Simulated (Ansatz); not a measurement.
**Ge under changes of volume**

One of the cells (22.639 Å³/atom); the others are scaled copies at fixed shape and fractional positions:

```
Ge
1.0
     0.00000    2.82891    2.82891
     2.82891    0.00000    2.82891
     2.82891    2.82891    0.00000
Ge
2
Direct
  0.75000 0.75000 0.75000
  0.50000 0.50000 0.50000
```

| Item | Value |
| --- | --- |
| Program | Ansatz 0.2.0 |
| Functional | PBEsol |
| Potentials or basis | all-electron LAPW, scalar-relativistic |
| Cutoff | 342 eV (chosen from the basis error) |
| Basis error allowed | 0.0005 eV/atom |
| k mesh | 8 × 8 × 8 |
| Occupations | fermi-dirac, width 0.05 eV |
| Spin | no spin polarisation |

```csv
volume (Å³/atom),energy over the lowest point (meV/atom),pressure (GPa)
21.281,25.01,5.6
21.733,?,?
22.186,3.74,2.1
22.639,0.00,0.6
23.092,0.06,-0.7
23.545,3.65,-1.8
23.997,10.42,-2.9
```

Question: What does the run at 21.733 Å³/atom give?

Answer: Energy over the lowest point 11.85 meV/atom; pressure 3.7 GPa.

Worked out: A Birch-Murnaghan fit of order 3 (a polynomial in V^(-2/3)) to the other rows has its minimum at 22.85 Å³/atom with B0 = V·E''(V) = 66 GPa and B' = 4.6. It gives 11.96 meV/atom at 21.733 Å³/atom, against the run's 11.85, and -dE/dV = 3.7 GPa, against 3.7.

Energies are extrapolated to zero smearing.
